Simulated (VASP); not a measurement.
H15NO6, 22 atoms in the cell. The cell holds a amorphous, 22 atoms: a = 6.028 Å, b = 6.028 Å, c = 6.028 Å, α = 90.00°, β = 90.00°, γ = 90.00°. The cell was built by a generator and needn't be a form met in nature.

```yaml
Program: VASP 6.6.1
Task: single point
Functional: PBE
Potentials_or_basis: VASP PAW PBE potentials, release 64 (O, H, N)
Cutoff: 520 eV
k_mesh: 1 × 1 × 1
Occupations: fermi-dirac, width 0.05 eV
Spin: no spin polarisation
Dipole_correction: no
Further_INCAR_settings: LREAL = Auto; ALGO = Normal; EDIFF = 1e-06; NBANDS = 45
```

Potentials or basis: VASP PAW PBE potentials, release 64 (O, H, N).

Command:

```console
$ cat potpaw_PBE.64/O/POTCAR potpaw_PBE.64/H/POTCAR potpaw_PBE.64/N/POTCAR > POTCAR
$ mpirun -np 1 vasp_gam > vasp.out
```

Hardware: 1 thread of AMD EPYC 7571 (shared host).

Task: Estimate the wall time of this run.

Result: Wall time 41 s on 1 thread of AMD EPYC 7571, on a shared host, peak memory 0.27 GiB. Counts: scf iterations 15, k points 1.
